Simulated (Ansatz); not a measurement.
A run of Ansatz 0.2.0:

The input input.yaml:

```yaml
crystal:
  lattice:
    - [0.0, 3.611146, 3.611146]
    - [3.611146, 0.0, 3.611146]
    - [3.611146, 3.611146, 0.0]
  atoms:
    - { symbol: Te, position: [0.25, 0.25, 0.25] }
    - { symbol: Sn, position: [0.0, 0.0, 0.0] }
hamiltonian:
  xc: pbesol
  pseudopotentials: { kind: paw }
kpoints:
  mp_grid: { grid: [7, 7, 7] }
scf:
  occupations: { method: fermi_dirac, width: 0.05 }
output:
  forces: true
  stress: true
  eigenvalues: true
  write_density: true
  write_potential: true
  elf: true
  volumetric_format: npy
relax:
  f_tol: 0.01
  max_steps: 40
  cell: { stress_tol: 0.05, p_target: 2.0 }
```

Potentials or basis: Ansatz PAW.

The run is started by

```sh
$ ansatz run input.yaml --threads 2 --pin off --max-ram 5632MiB --backend cpu --events-out ev --progress --plain --runs-dir out
```

Hardware: 2 threads of Intel(R) Xeon(R) Platinum 8488C (Sapphire Rapids), on a shared host.

Task: How long does it take, and how much memory?

Result: Wall time 15 s on 2 threads of Intel(R) Xeon(R) Platinum 8488C (Sapphire Rapids), on a shared host, peak memory 0.43 GiB. Counts: scf iterations 27, plane waves 1639, k points 20, bands 19, ion steps 5.
